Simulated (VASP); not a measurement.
# Tb (Im-3m) in VASP: a series of runs, part 2 of 2

VASP 6.6.1. Earlier steps stand in the parts before.

### Step 3. Single point, PBE, collinear spin, ferromagnetic start

File run.py:

```python
from ase.calculators.vasp import Vasp
from ase.dft.bandgap import bandgap
from ase.io import read

atoms = read('POSCAR')
atoms.set_initial_magnetic_moments([6.0])
calc = Vasp(
    directory='calc',
    xc='lda',
    pp='PBE',
    setups={'base': 'minimal', 'Tb': '_3'},
    prec='Accurate',
    encut=600,
    ediff=1e-06,
    ismear=0,
    sigma=0.05,
    lreal=False,
    lasph=True,
    nelm=100,
    algo='Fast',
    isif=2,
    lwave=False,
    lcharg=True,
    ispin=2,
    lorbit=11,
    lmaxmix=6,
    lelf=True,
    lvhar=True,
    kpts=[9, 9, 9],
    gamma=True,
    nbands=14,
)
atoms.calc = calc

print('energy (eV):', atoms.get_potential_energy())
print('free energy (eV):', atoms.get_potential_energy(force_consistent=True))
print('forces (eV/A):')
print(atoms.get_forces())
print('stress (eV/A^3, Voigt):', atoms.get_stress())
print('Fermi level (eV):', calc.get_fermi_level())
print('moment (muB):', atoms.get_magnetic_moment())
print('site moments (muB):', atoms.get_magnetic_moments())
gap, top, bottom = bandgap(calc)
print('band gap (eV):', gap, 'from (spin, k, band)', top, 'to', bottom)
```

File POSCAR:

```
Tb
1.0
   -2.0100000000      2.0100000000      2.0100000000
    2.0100000000     -2.0100000000      2.0100000000
    2.0100000000      2.0100000000     -2.0100000000
Tb
1
Direct
    0.0000000000      0.0000000000      0.0000000000
```

Potentials or basis: VASP PAW PBE potentials, release 64 (Tb_3), 4f in core.

On the command line:

```console
$ python run.py
```

It took 1.7 min on 1 thread of Intel Xeon Platinum 8488C (Sapphire Rapids), shared host; peak memory 0.2 GiB.

It converged, with:

| Property | Result |
| --- | --- |
| Free energy | -4.4257 eV |
| Pressure | -0.1 GPa |
| Band gap on the k mesh | none (metal or under the smearing width) |
| Net moment | 0.01 μB per cell |
| Valence electrons inside the program's atomic spheres | Tb 7.78 |

Levels at points of the mesh, in eV from the Fermi level:
Spin up:
```csv
k point,band 1,band 2,band 3,band 4,band 5,band 6,band 7,band 8,band 9
"(0.00, 0.00, 0.00)",-22.38,-22.38,-22.38,-5.00,1.71,1.71,1.71,3.87,3.87
```
Spin down:
| k point | band 2 | band 3 | band 4 | band 5 | band 6 | band 7 |
| --- | --- | --- | --- | --- | --- | --- |
| (0.00, 0.00, 0.00) | -22.38 | -22.38 | -5.00 | 1.71 | 1.71 | 1.71 |

Caveat: ASE's xc='lda' writes no GGA tag, so the PBE potentials set the functional and the run is PBE; the magnetic or orbital state may not be the lowest; spin-orbit coupling is left out, which moves the levels of the heavy elements; the 4f electrons are frozen in the core as for a trivalent ion, so they carry no moment and show no levels.

### Step 4. Relaxation of the atoms, BLYP, collinear spin, program default start (cell strained at random at fixed volume)

File run.py:

```python
from ase.calculators.vasp import Vasp
from ase.optimize import LBFGS
from ase.spacegroup import crystal

atoms = crystal(
    ['Tb'],
    basis=[[0.0, 0.5, 0.5]],
    spacegroup=2,
    setting=1,
    cellpar=[3.4519916, 3.4554323, 3.50643031, 108.98941508, 108.70871336, 109.98064061],
    primitive_cell=True,
)
calc = Vasp(
    directory='calc',
    xc='blyp',
    pp='PBE',
    setups='minimal',
    prec='Accurate',
    encut=500,
    ediff=1e-07,
    ismear=0,
    sigma=0.1,
    lreal=False,
    lasph=True,
    nelm=100,
    algo='Normal',
    isif=2,
    lwave=True,
    lcharg=False,
    ispin=2,
    lorbit=11,
    lmaxmix=6,
    kpts=[9, 9, 9],
    gamma=True,
)
atoms.calc = calc
opt = LBFGS(atoms, trajectory='relax.traj')
converged = opt.run(fmax=0.01, steps=40)
print('converged:', converged)

print('energy (eV):', atoms.get_potential_energy())
print('free energy (eV):', atoms.get_potential_energy(force_consistent=True))
print('forces (eV/A):')
print(atoms.get_forces())
print('stress (eV/A^3, Voigt):', atoms.get_stress())
print('Fermi level (eV):', calc.get_fermi_level())
print('moment (muB):', atoms.get_magnetic_moment())
print('site moments (muB):', atoms.get_magnetic_moments())
print('cell (A, degrees):', atoms.cell.cellpar())
print('volume (A^3):', atoms.get_volume())
print('scaled positions:')
print(atoms.get_scaled_positions())
```

Potentials or basis: VASP PAW PBE potentials, release 64 (Tb).

On the command line:

```console
$ python run.py
```

The program printed:

```text
Step     Time          Energy          fmax
LBFGS:    0 --:--:--       -8.441174        0.000000
converged: True
energy (eV): -8.42532181
free energy (eV): -8.44117369
forces (eV/A):
[[0. 0. 0.]]
stress (eV/A^3, Voigt): [-0.01508764 -0.01200115 -0.01196901  0.00119271 -0.0012436   0.00384706]
Fermi level (eV): 3.44751249
moment (muB): 5.8338692
site moments (muB): [5.632]
cell (A, degrees): [  3.4519916    3.4554323    3.50643031 108.98941508 108.70871336
 109.98064061]
volume (A^3): 32.482400973712245
scaled positions:
[[0.  0.5 0.5]]
```

OUTCAR:

```text
ENCUT = 500.000000
   EDIFF = 1.00e-07
   GGA = B5
   PREC = Accurate
   ISIF = 2
   ISMEAR = 0
   ISPIN = 2
   LORBIT = 11
   NELM = 100
   LASPH = .TRUE.
   LREAL = .FALSE.

 ion  position               nearest neighbor table
   1  0.000  0.500  0.500-

  LATTYP: Found a triclinic cell.
 ALAT       =     8.9754460291
 B/A-ratio  =     0.6303376249
 C/A-ratio  =     0.3915330901
 COS(alpha) =     0.0018247708
 COS(beta)  =     0.2683514109
 COS(gamma) =     0.9464549126

  Lattice vectors:

 A1 = (   6.9600012634,  -4.8704199990,   2.8975891475)
 A2 = (   4.6327218552,  -3.2474433705,   0.0000000000)
 A3 = (   1.1465491530,   1.6244667419,   2.8975891475)

Analysis of symmetry for initial positions (statically):
[... 1041 lines left out ...]
 -----------------------------------------------------------------------------
  energy-cutoff  :      500.00
  volume of cell :       32.48
      direct lattice vectors                 reciprocal lattice vectors
     3.451991600  0.000000000  0.000000000     0.289687843  0.105326918  0.171438582
    -1.180730255  3.247443370  0.000000000     0.000000000  0.307934546  0.172478066
    -1.124712192 -1.622976629  2.897589147     0.000000000  0.000000000  0.345114490

  length of vectors
     3.451991600  3.455432300  3.506430310     0.352709503  0.352948109  0.345114490

 FORCES acting on ions
    electron-ion (+dipol)            ewald-force                    non-local-force                 convergence-correction
 -----------------------------------------------------------------------------------------------
   -.477E-12 0.337E-12 0.485E-12   -.538E-14 -.223E-15 -.400E-14   0.000E+00 0.000E+00 0.000E+00   -.889E-13 0.216E-13 -.280E-12
 -----------------------------------------------------------------------------------------------
   -.477E-12 0.337E-12 0.485E-12   -.538E-14 -.223E-15 -.400E-14   0.000E+00 0.000E+00 0.000E+00   -.889E-13 0.216E-13 -.280E-12

 POSITION                                       TOTAL-FORCE (eV/Angst)
 -----------------------------------------------------------------------------------
     -1.15272      0.81223      1.44879         0.000000      0.000000      0.000000
 -----------------------------------------------------------------------------------
    total drift:                               -0.000000      0.000000      0.000000

--------------------------------------------------------------------------------------------------------

  FREE ENERGIE OF THE ION-ELECTRON SYSTEM (eV)
  ---------------------------------------------------
  free  energy   TOTEN  =        -8.4411736865 eV

  energy  without entropy=       -8.4094699321  energy(sigma->0) =       -8.42532181

--------------------------------------------------------------------------------------------------------

--------------------------------------------------------------------------------------------------------

 writing wavefunctions

 total charge

# of ion       s       p       d       f       tot
--------------------------------------------------
    1        2.087   5.588   0.502   8.185  16.362

 magnetization (x)

# of ion       s       p       d       f       tot
--------------------------------------------------
    1        0.001  -0.043   0.079   5.597   5.632

=======================================================================
```

INCAR:

```text
AGGAC = 1.000000
AGGAX = 1.000000
ALDAC = 0.000000
ENCUT = 500.000000
SIGMA = 0.100000
ALDAX = 1.000000
EDIFF = 1.00e-07
ALGO = Normal
GGA = B5
PREC = Accurate
ISIF = 2
ISMEAR = 0
ISPIN = 2
LMAXMIX = 6
LORBIT = 11
NELM = 100
LASPH = .TRUE.
LCHARG = .FALSE.
LWAVE = .TRUE.
LREAL = .FALSE.
```

Wall time 14 min (1 thread of Intel Xeon Platinum 8488C (Sapphire Rapids), shared host); peak memory 0.44 GiB.

What came out:

* Free energy: -8.4412 eV
* Pressure after relaxing: 2.1 GPa
* Net moment: 5.83 μB per cell
* Site moments: Tb +5.63 μB
* Valence electrons inside the program's atomic spheres: Tb 16.36

Stress tensor (GPa, compression positive):
```
 2.42 -0.61  0.20
-0.61  1.92 -0.19
 0.20 -0.19  1.92
```

Final structure:
```xyz
1
Lattice="3.4520 0.0000 0.0000 -1.1807 3.2474 0.0000 -1.1247 -1.6230 2.8976" Properties=species:S:1:pos:R:3 pbc="T T T"
Tb   -1.1527    0.8122    1.4488
```

Caveat: the magnetic or orbital state may not be the lowest; the relaxation stopped at its first step, so nothing moved; the bands computed are all filled at some k points, so no gap is given; the PAW data sets were made with another functional, which shifts forces and pressure a little; spin-orbit coupling is left out, which moves the levels of the heavy elements.

### Step 5. For comparison

An earlier run on the cell as given: functional PBE; potentials or basis VASP PAW PBE potentials, release 64 (Tb); cutoff 520 eV; k mesh 9 × 9 × 9; occupations fermi-dirac, width 0.05 eV; collinear spin, ferromagnetic start; starting moments [6.0] μB.

* Pressure: 0.2 GPa
* Band gap on the k mesh: none (metal or under the smearing width)
* Net moment: 5.88 μB per cell
* Site moments: Tb +5.68 μB
* Valence electrons inside the program's atomic spheres: Tb 16.32

### Step 6. Summary

```tsv
task	level	potentials or basis	spin	cell	cutoff (eV)	smearing	optimiser	gap on the mesh (eV)	pressure (GPa)	moment (μB)
single point	LDA	VASP PAW PBE potentials, release 64 (Tb_3), 4f in core	collinear, ferromagnetic start	as given	600	gaussian 0.05 eV	-	none	-4.5	0.00
single point	PBE	VASP PAW PBE potentials, release 64 (Tb_3), 4f in core	collinear, ferromagnetic start	as given	600	gaussian 0.05 eV	-	none	-0.1	0.01
relaxation of the atoms	BLYP	VASP PAW PBE potentials, release 64 (Tb)	collinear, program default start	atoms relaxed from: cell strained at random at fixed volume	500	gaussian 0.1 eV	LBFGS	-	2.1	5.83
single point	PBE	VASP PAW PBE potentials, release 64 (Tb)	collinear, ferromagnetic start	as given	520	fermi-dirac 0.05 eV	-	none	0.2	5.88
```

Alike in all rows: k mesh 9 × 9 × 9.

Caveats: the magnetic or orbital state may not be the lowest; spin-orbit coupling is left out, which moves the levels of the heavy elements; the PAW data sets were made with another functional, which shifts forces and pressure a little (some runs); the 4f electrons are frozen in the core as for a trivalent ion, so they carry no moment and show no levels (some runs); ASE's xc='lda' writes no GGA tag, so the PBE potentials set the functional and the run is PBE (some runs); the relaxation stopped at its first step, so nothing moved (some runs); the bands computed are all filled at some k points, so no gap is given (some runs).

Absolute energies hang on the potentials; compare differences alone.
